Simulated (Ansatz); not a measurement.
Level of theory: DFT PBE, scalar-relativistic, plane waves, PAW in Ansatz 0.2.0. Settings: cutoff 420 eV, Γ-centred meshes spaced at most about 0.3 Å⁻¹ (2π included), Gaussian smearing. No spin polarisation in the final relaxations.

These are static total energies at zero pressure.

Two relaxed structures of LiCl:

A.

```xyz
4
Lattice="1.9701 -3.4485 0.0000 1.9701 3.4485 0.0000 0.0000 0.0000 9.2085" Properties=species:S:1:pos:R:3 pbc="T T T"
Li    1.9701    0.6753    6.9064
Li    1.9701   -0.6753    2.3021
Cl    1.9701   -2.9619    2.3021
Cl    1.9701    2.9619    6.9064
```

B.

```xyz
2
Lattice="0.0000 2.5745 2.5745 2.5745 0.0000 2.5745 2.5745 2.5745 0.0000" Properties=species:S:1:pos:R:3 pbc="T T T"
Li    2.5745    2.5745    2.5745
Cl    0.0000    0.0000    0.0000
```

Problem. Which form is favoured at zero pressure, and by what margin per atom?

Solution. B is lower, by 76 meV/atom. A has space group Cmcm (No. 63), 31.3 Å³/atom and a gap of 5.34 eV on its mesh; B has the rock salt type, space group Fm-3m (No. 225), 17.1 Å³/atom and a gap of 6.26 eV. Counting Cl atoms around Li (those within 1.25 times the shortest such distance or 1.15 times the sum of covalent radii), A has Li 3 and B has Li 6. Both come from invented guesses. A third cell relaxed alike, in P-3m1, lies 5 meV/atom below the lower of the two; the Cmcm cell fell into it when its atoms were moved at random. The part of the Crystallography Open Database at hand lists LiCl in space group No. 225; sharing a group (Fm-3m) doesn't make a cell the listed structure.

No dispersion correction is applied, so the spacing and binding between layers, chains or molecules are poorly described (Cmcm), and this can change margins and order among such cells. Kohn–Sham gaps at this level usually fall short of measured ones. With atoms moved at random, Fm-3m came back. Other cells relaxed within their symmetry can be saddle points; a later kick test found a lower structure for LiCl Cmcm.
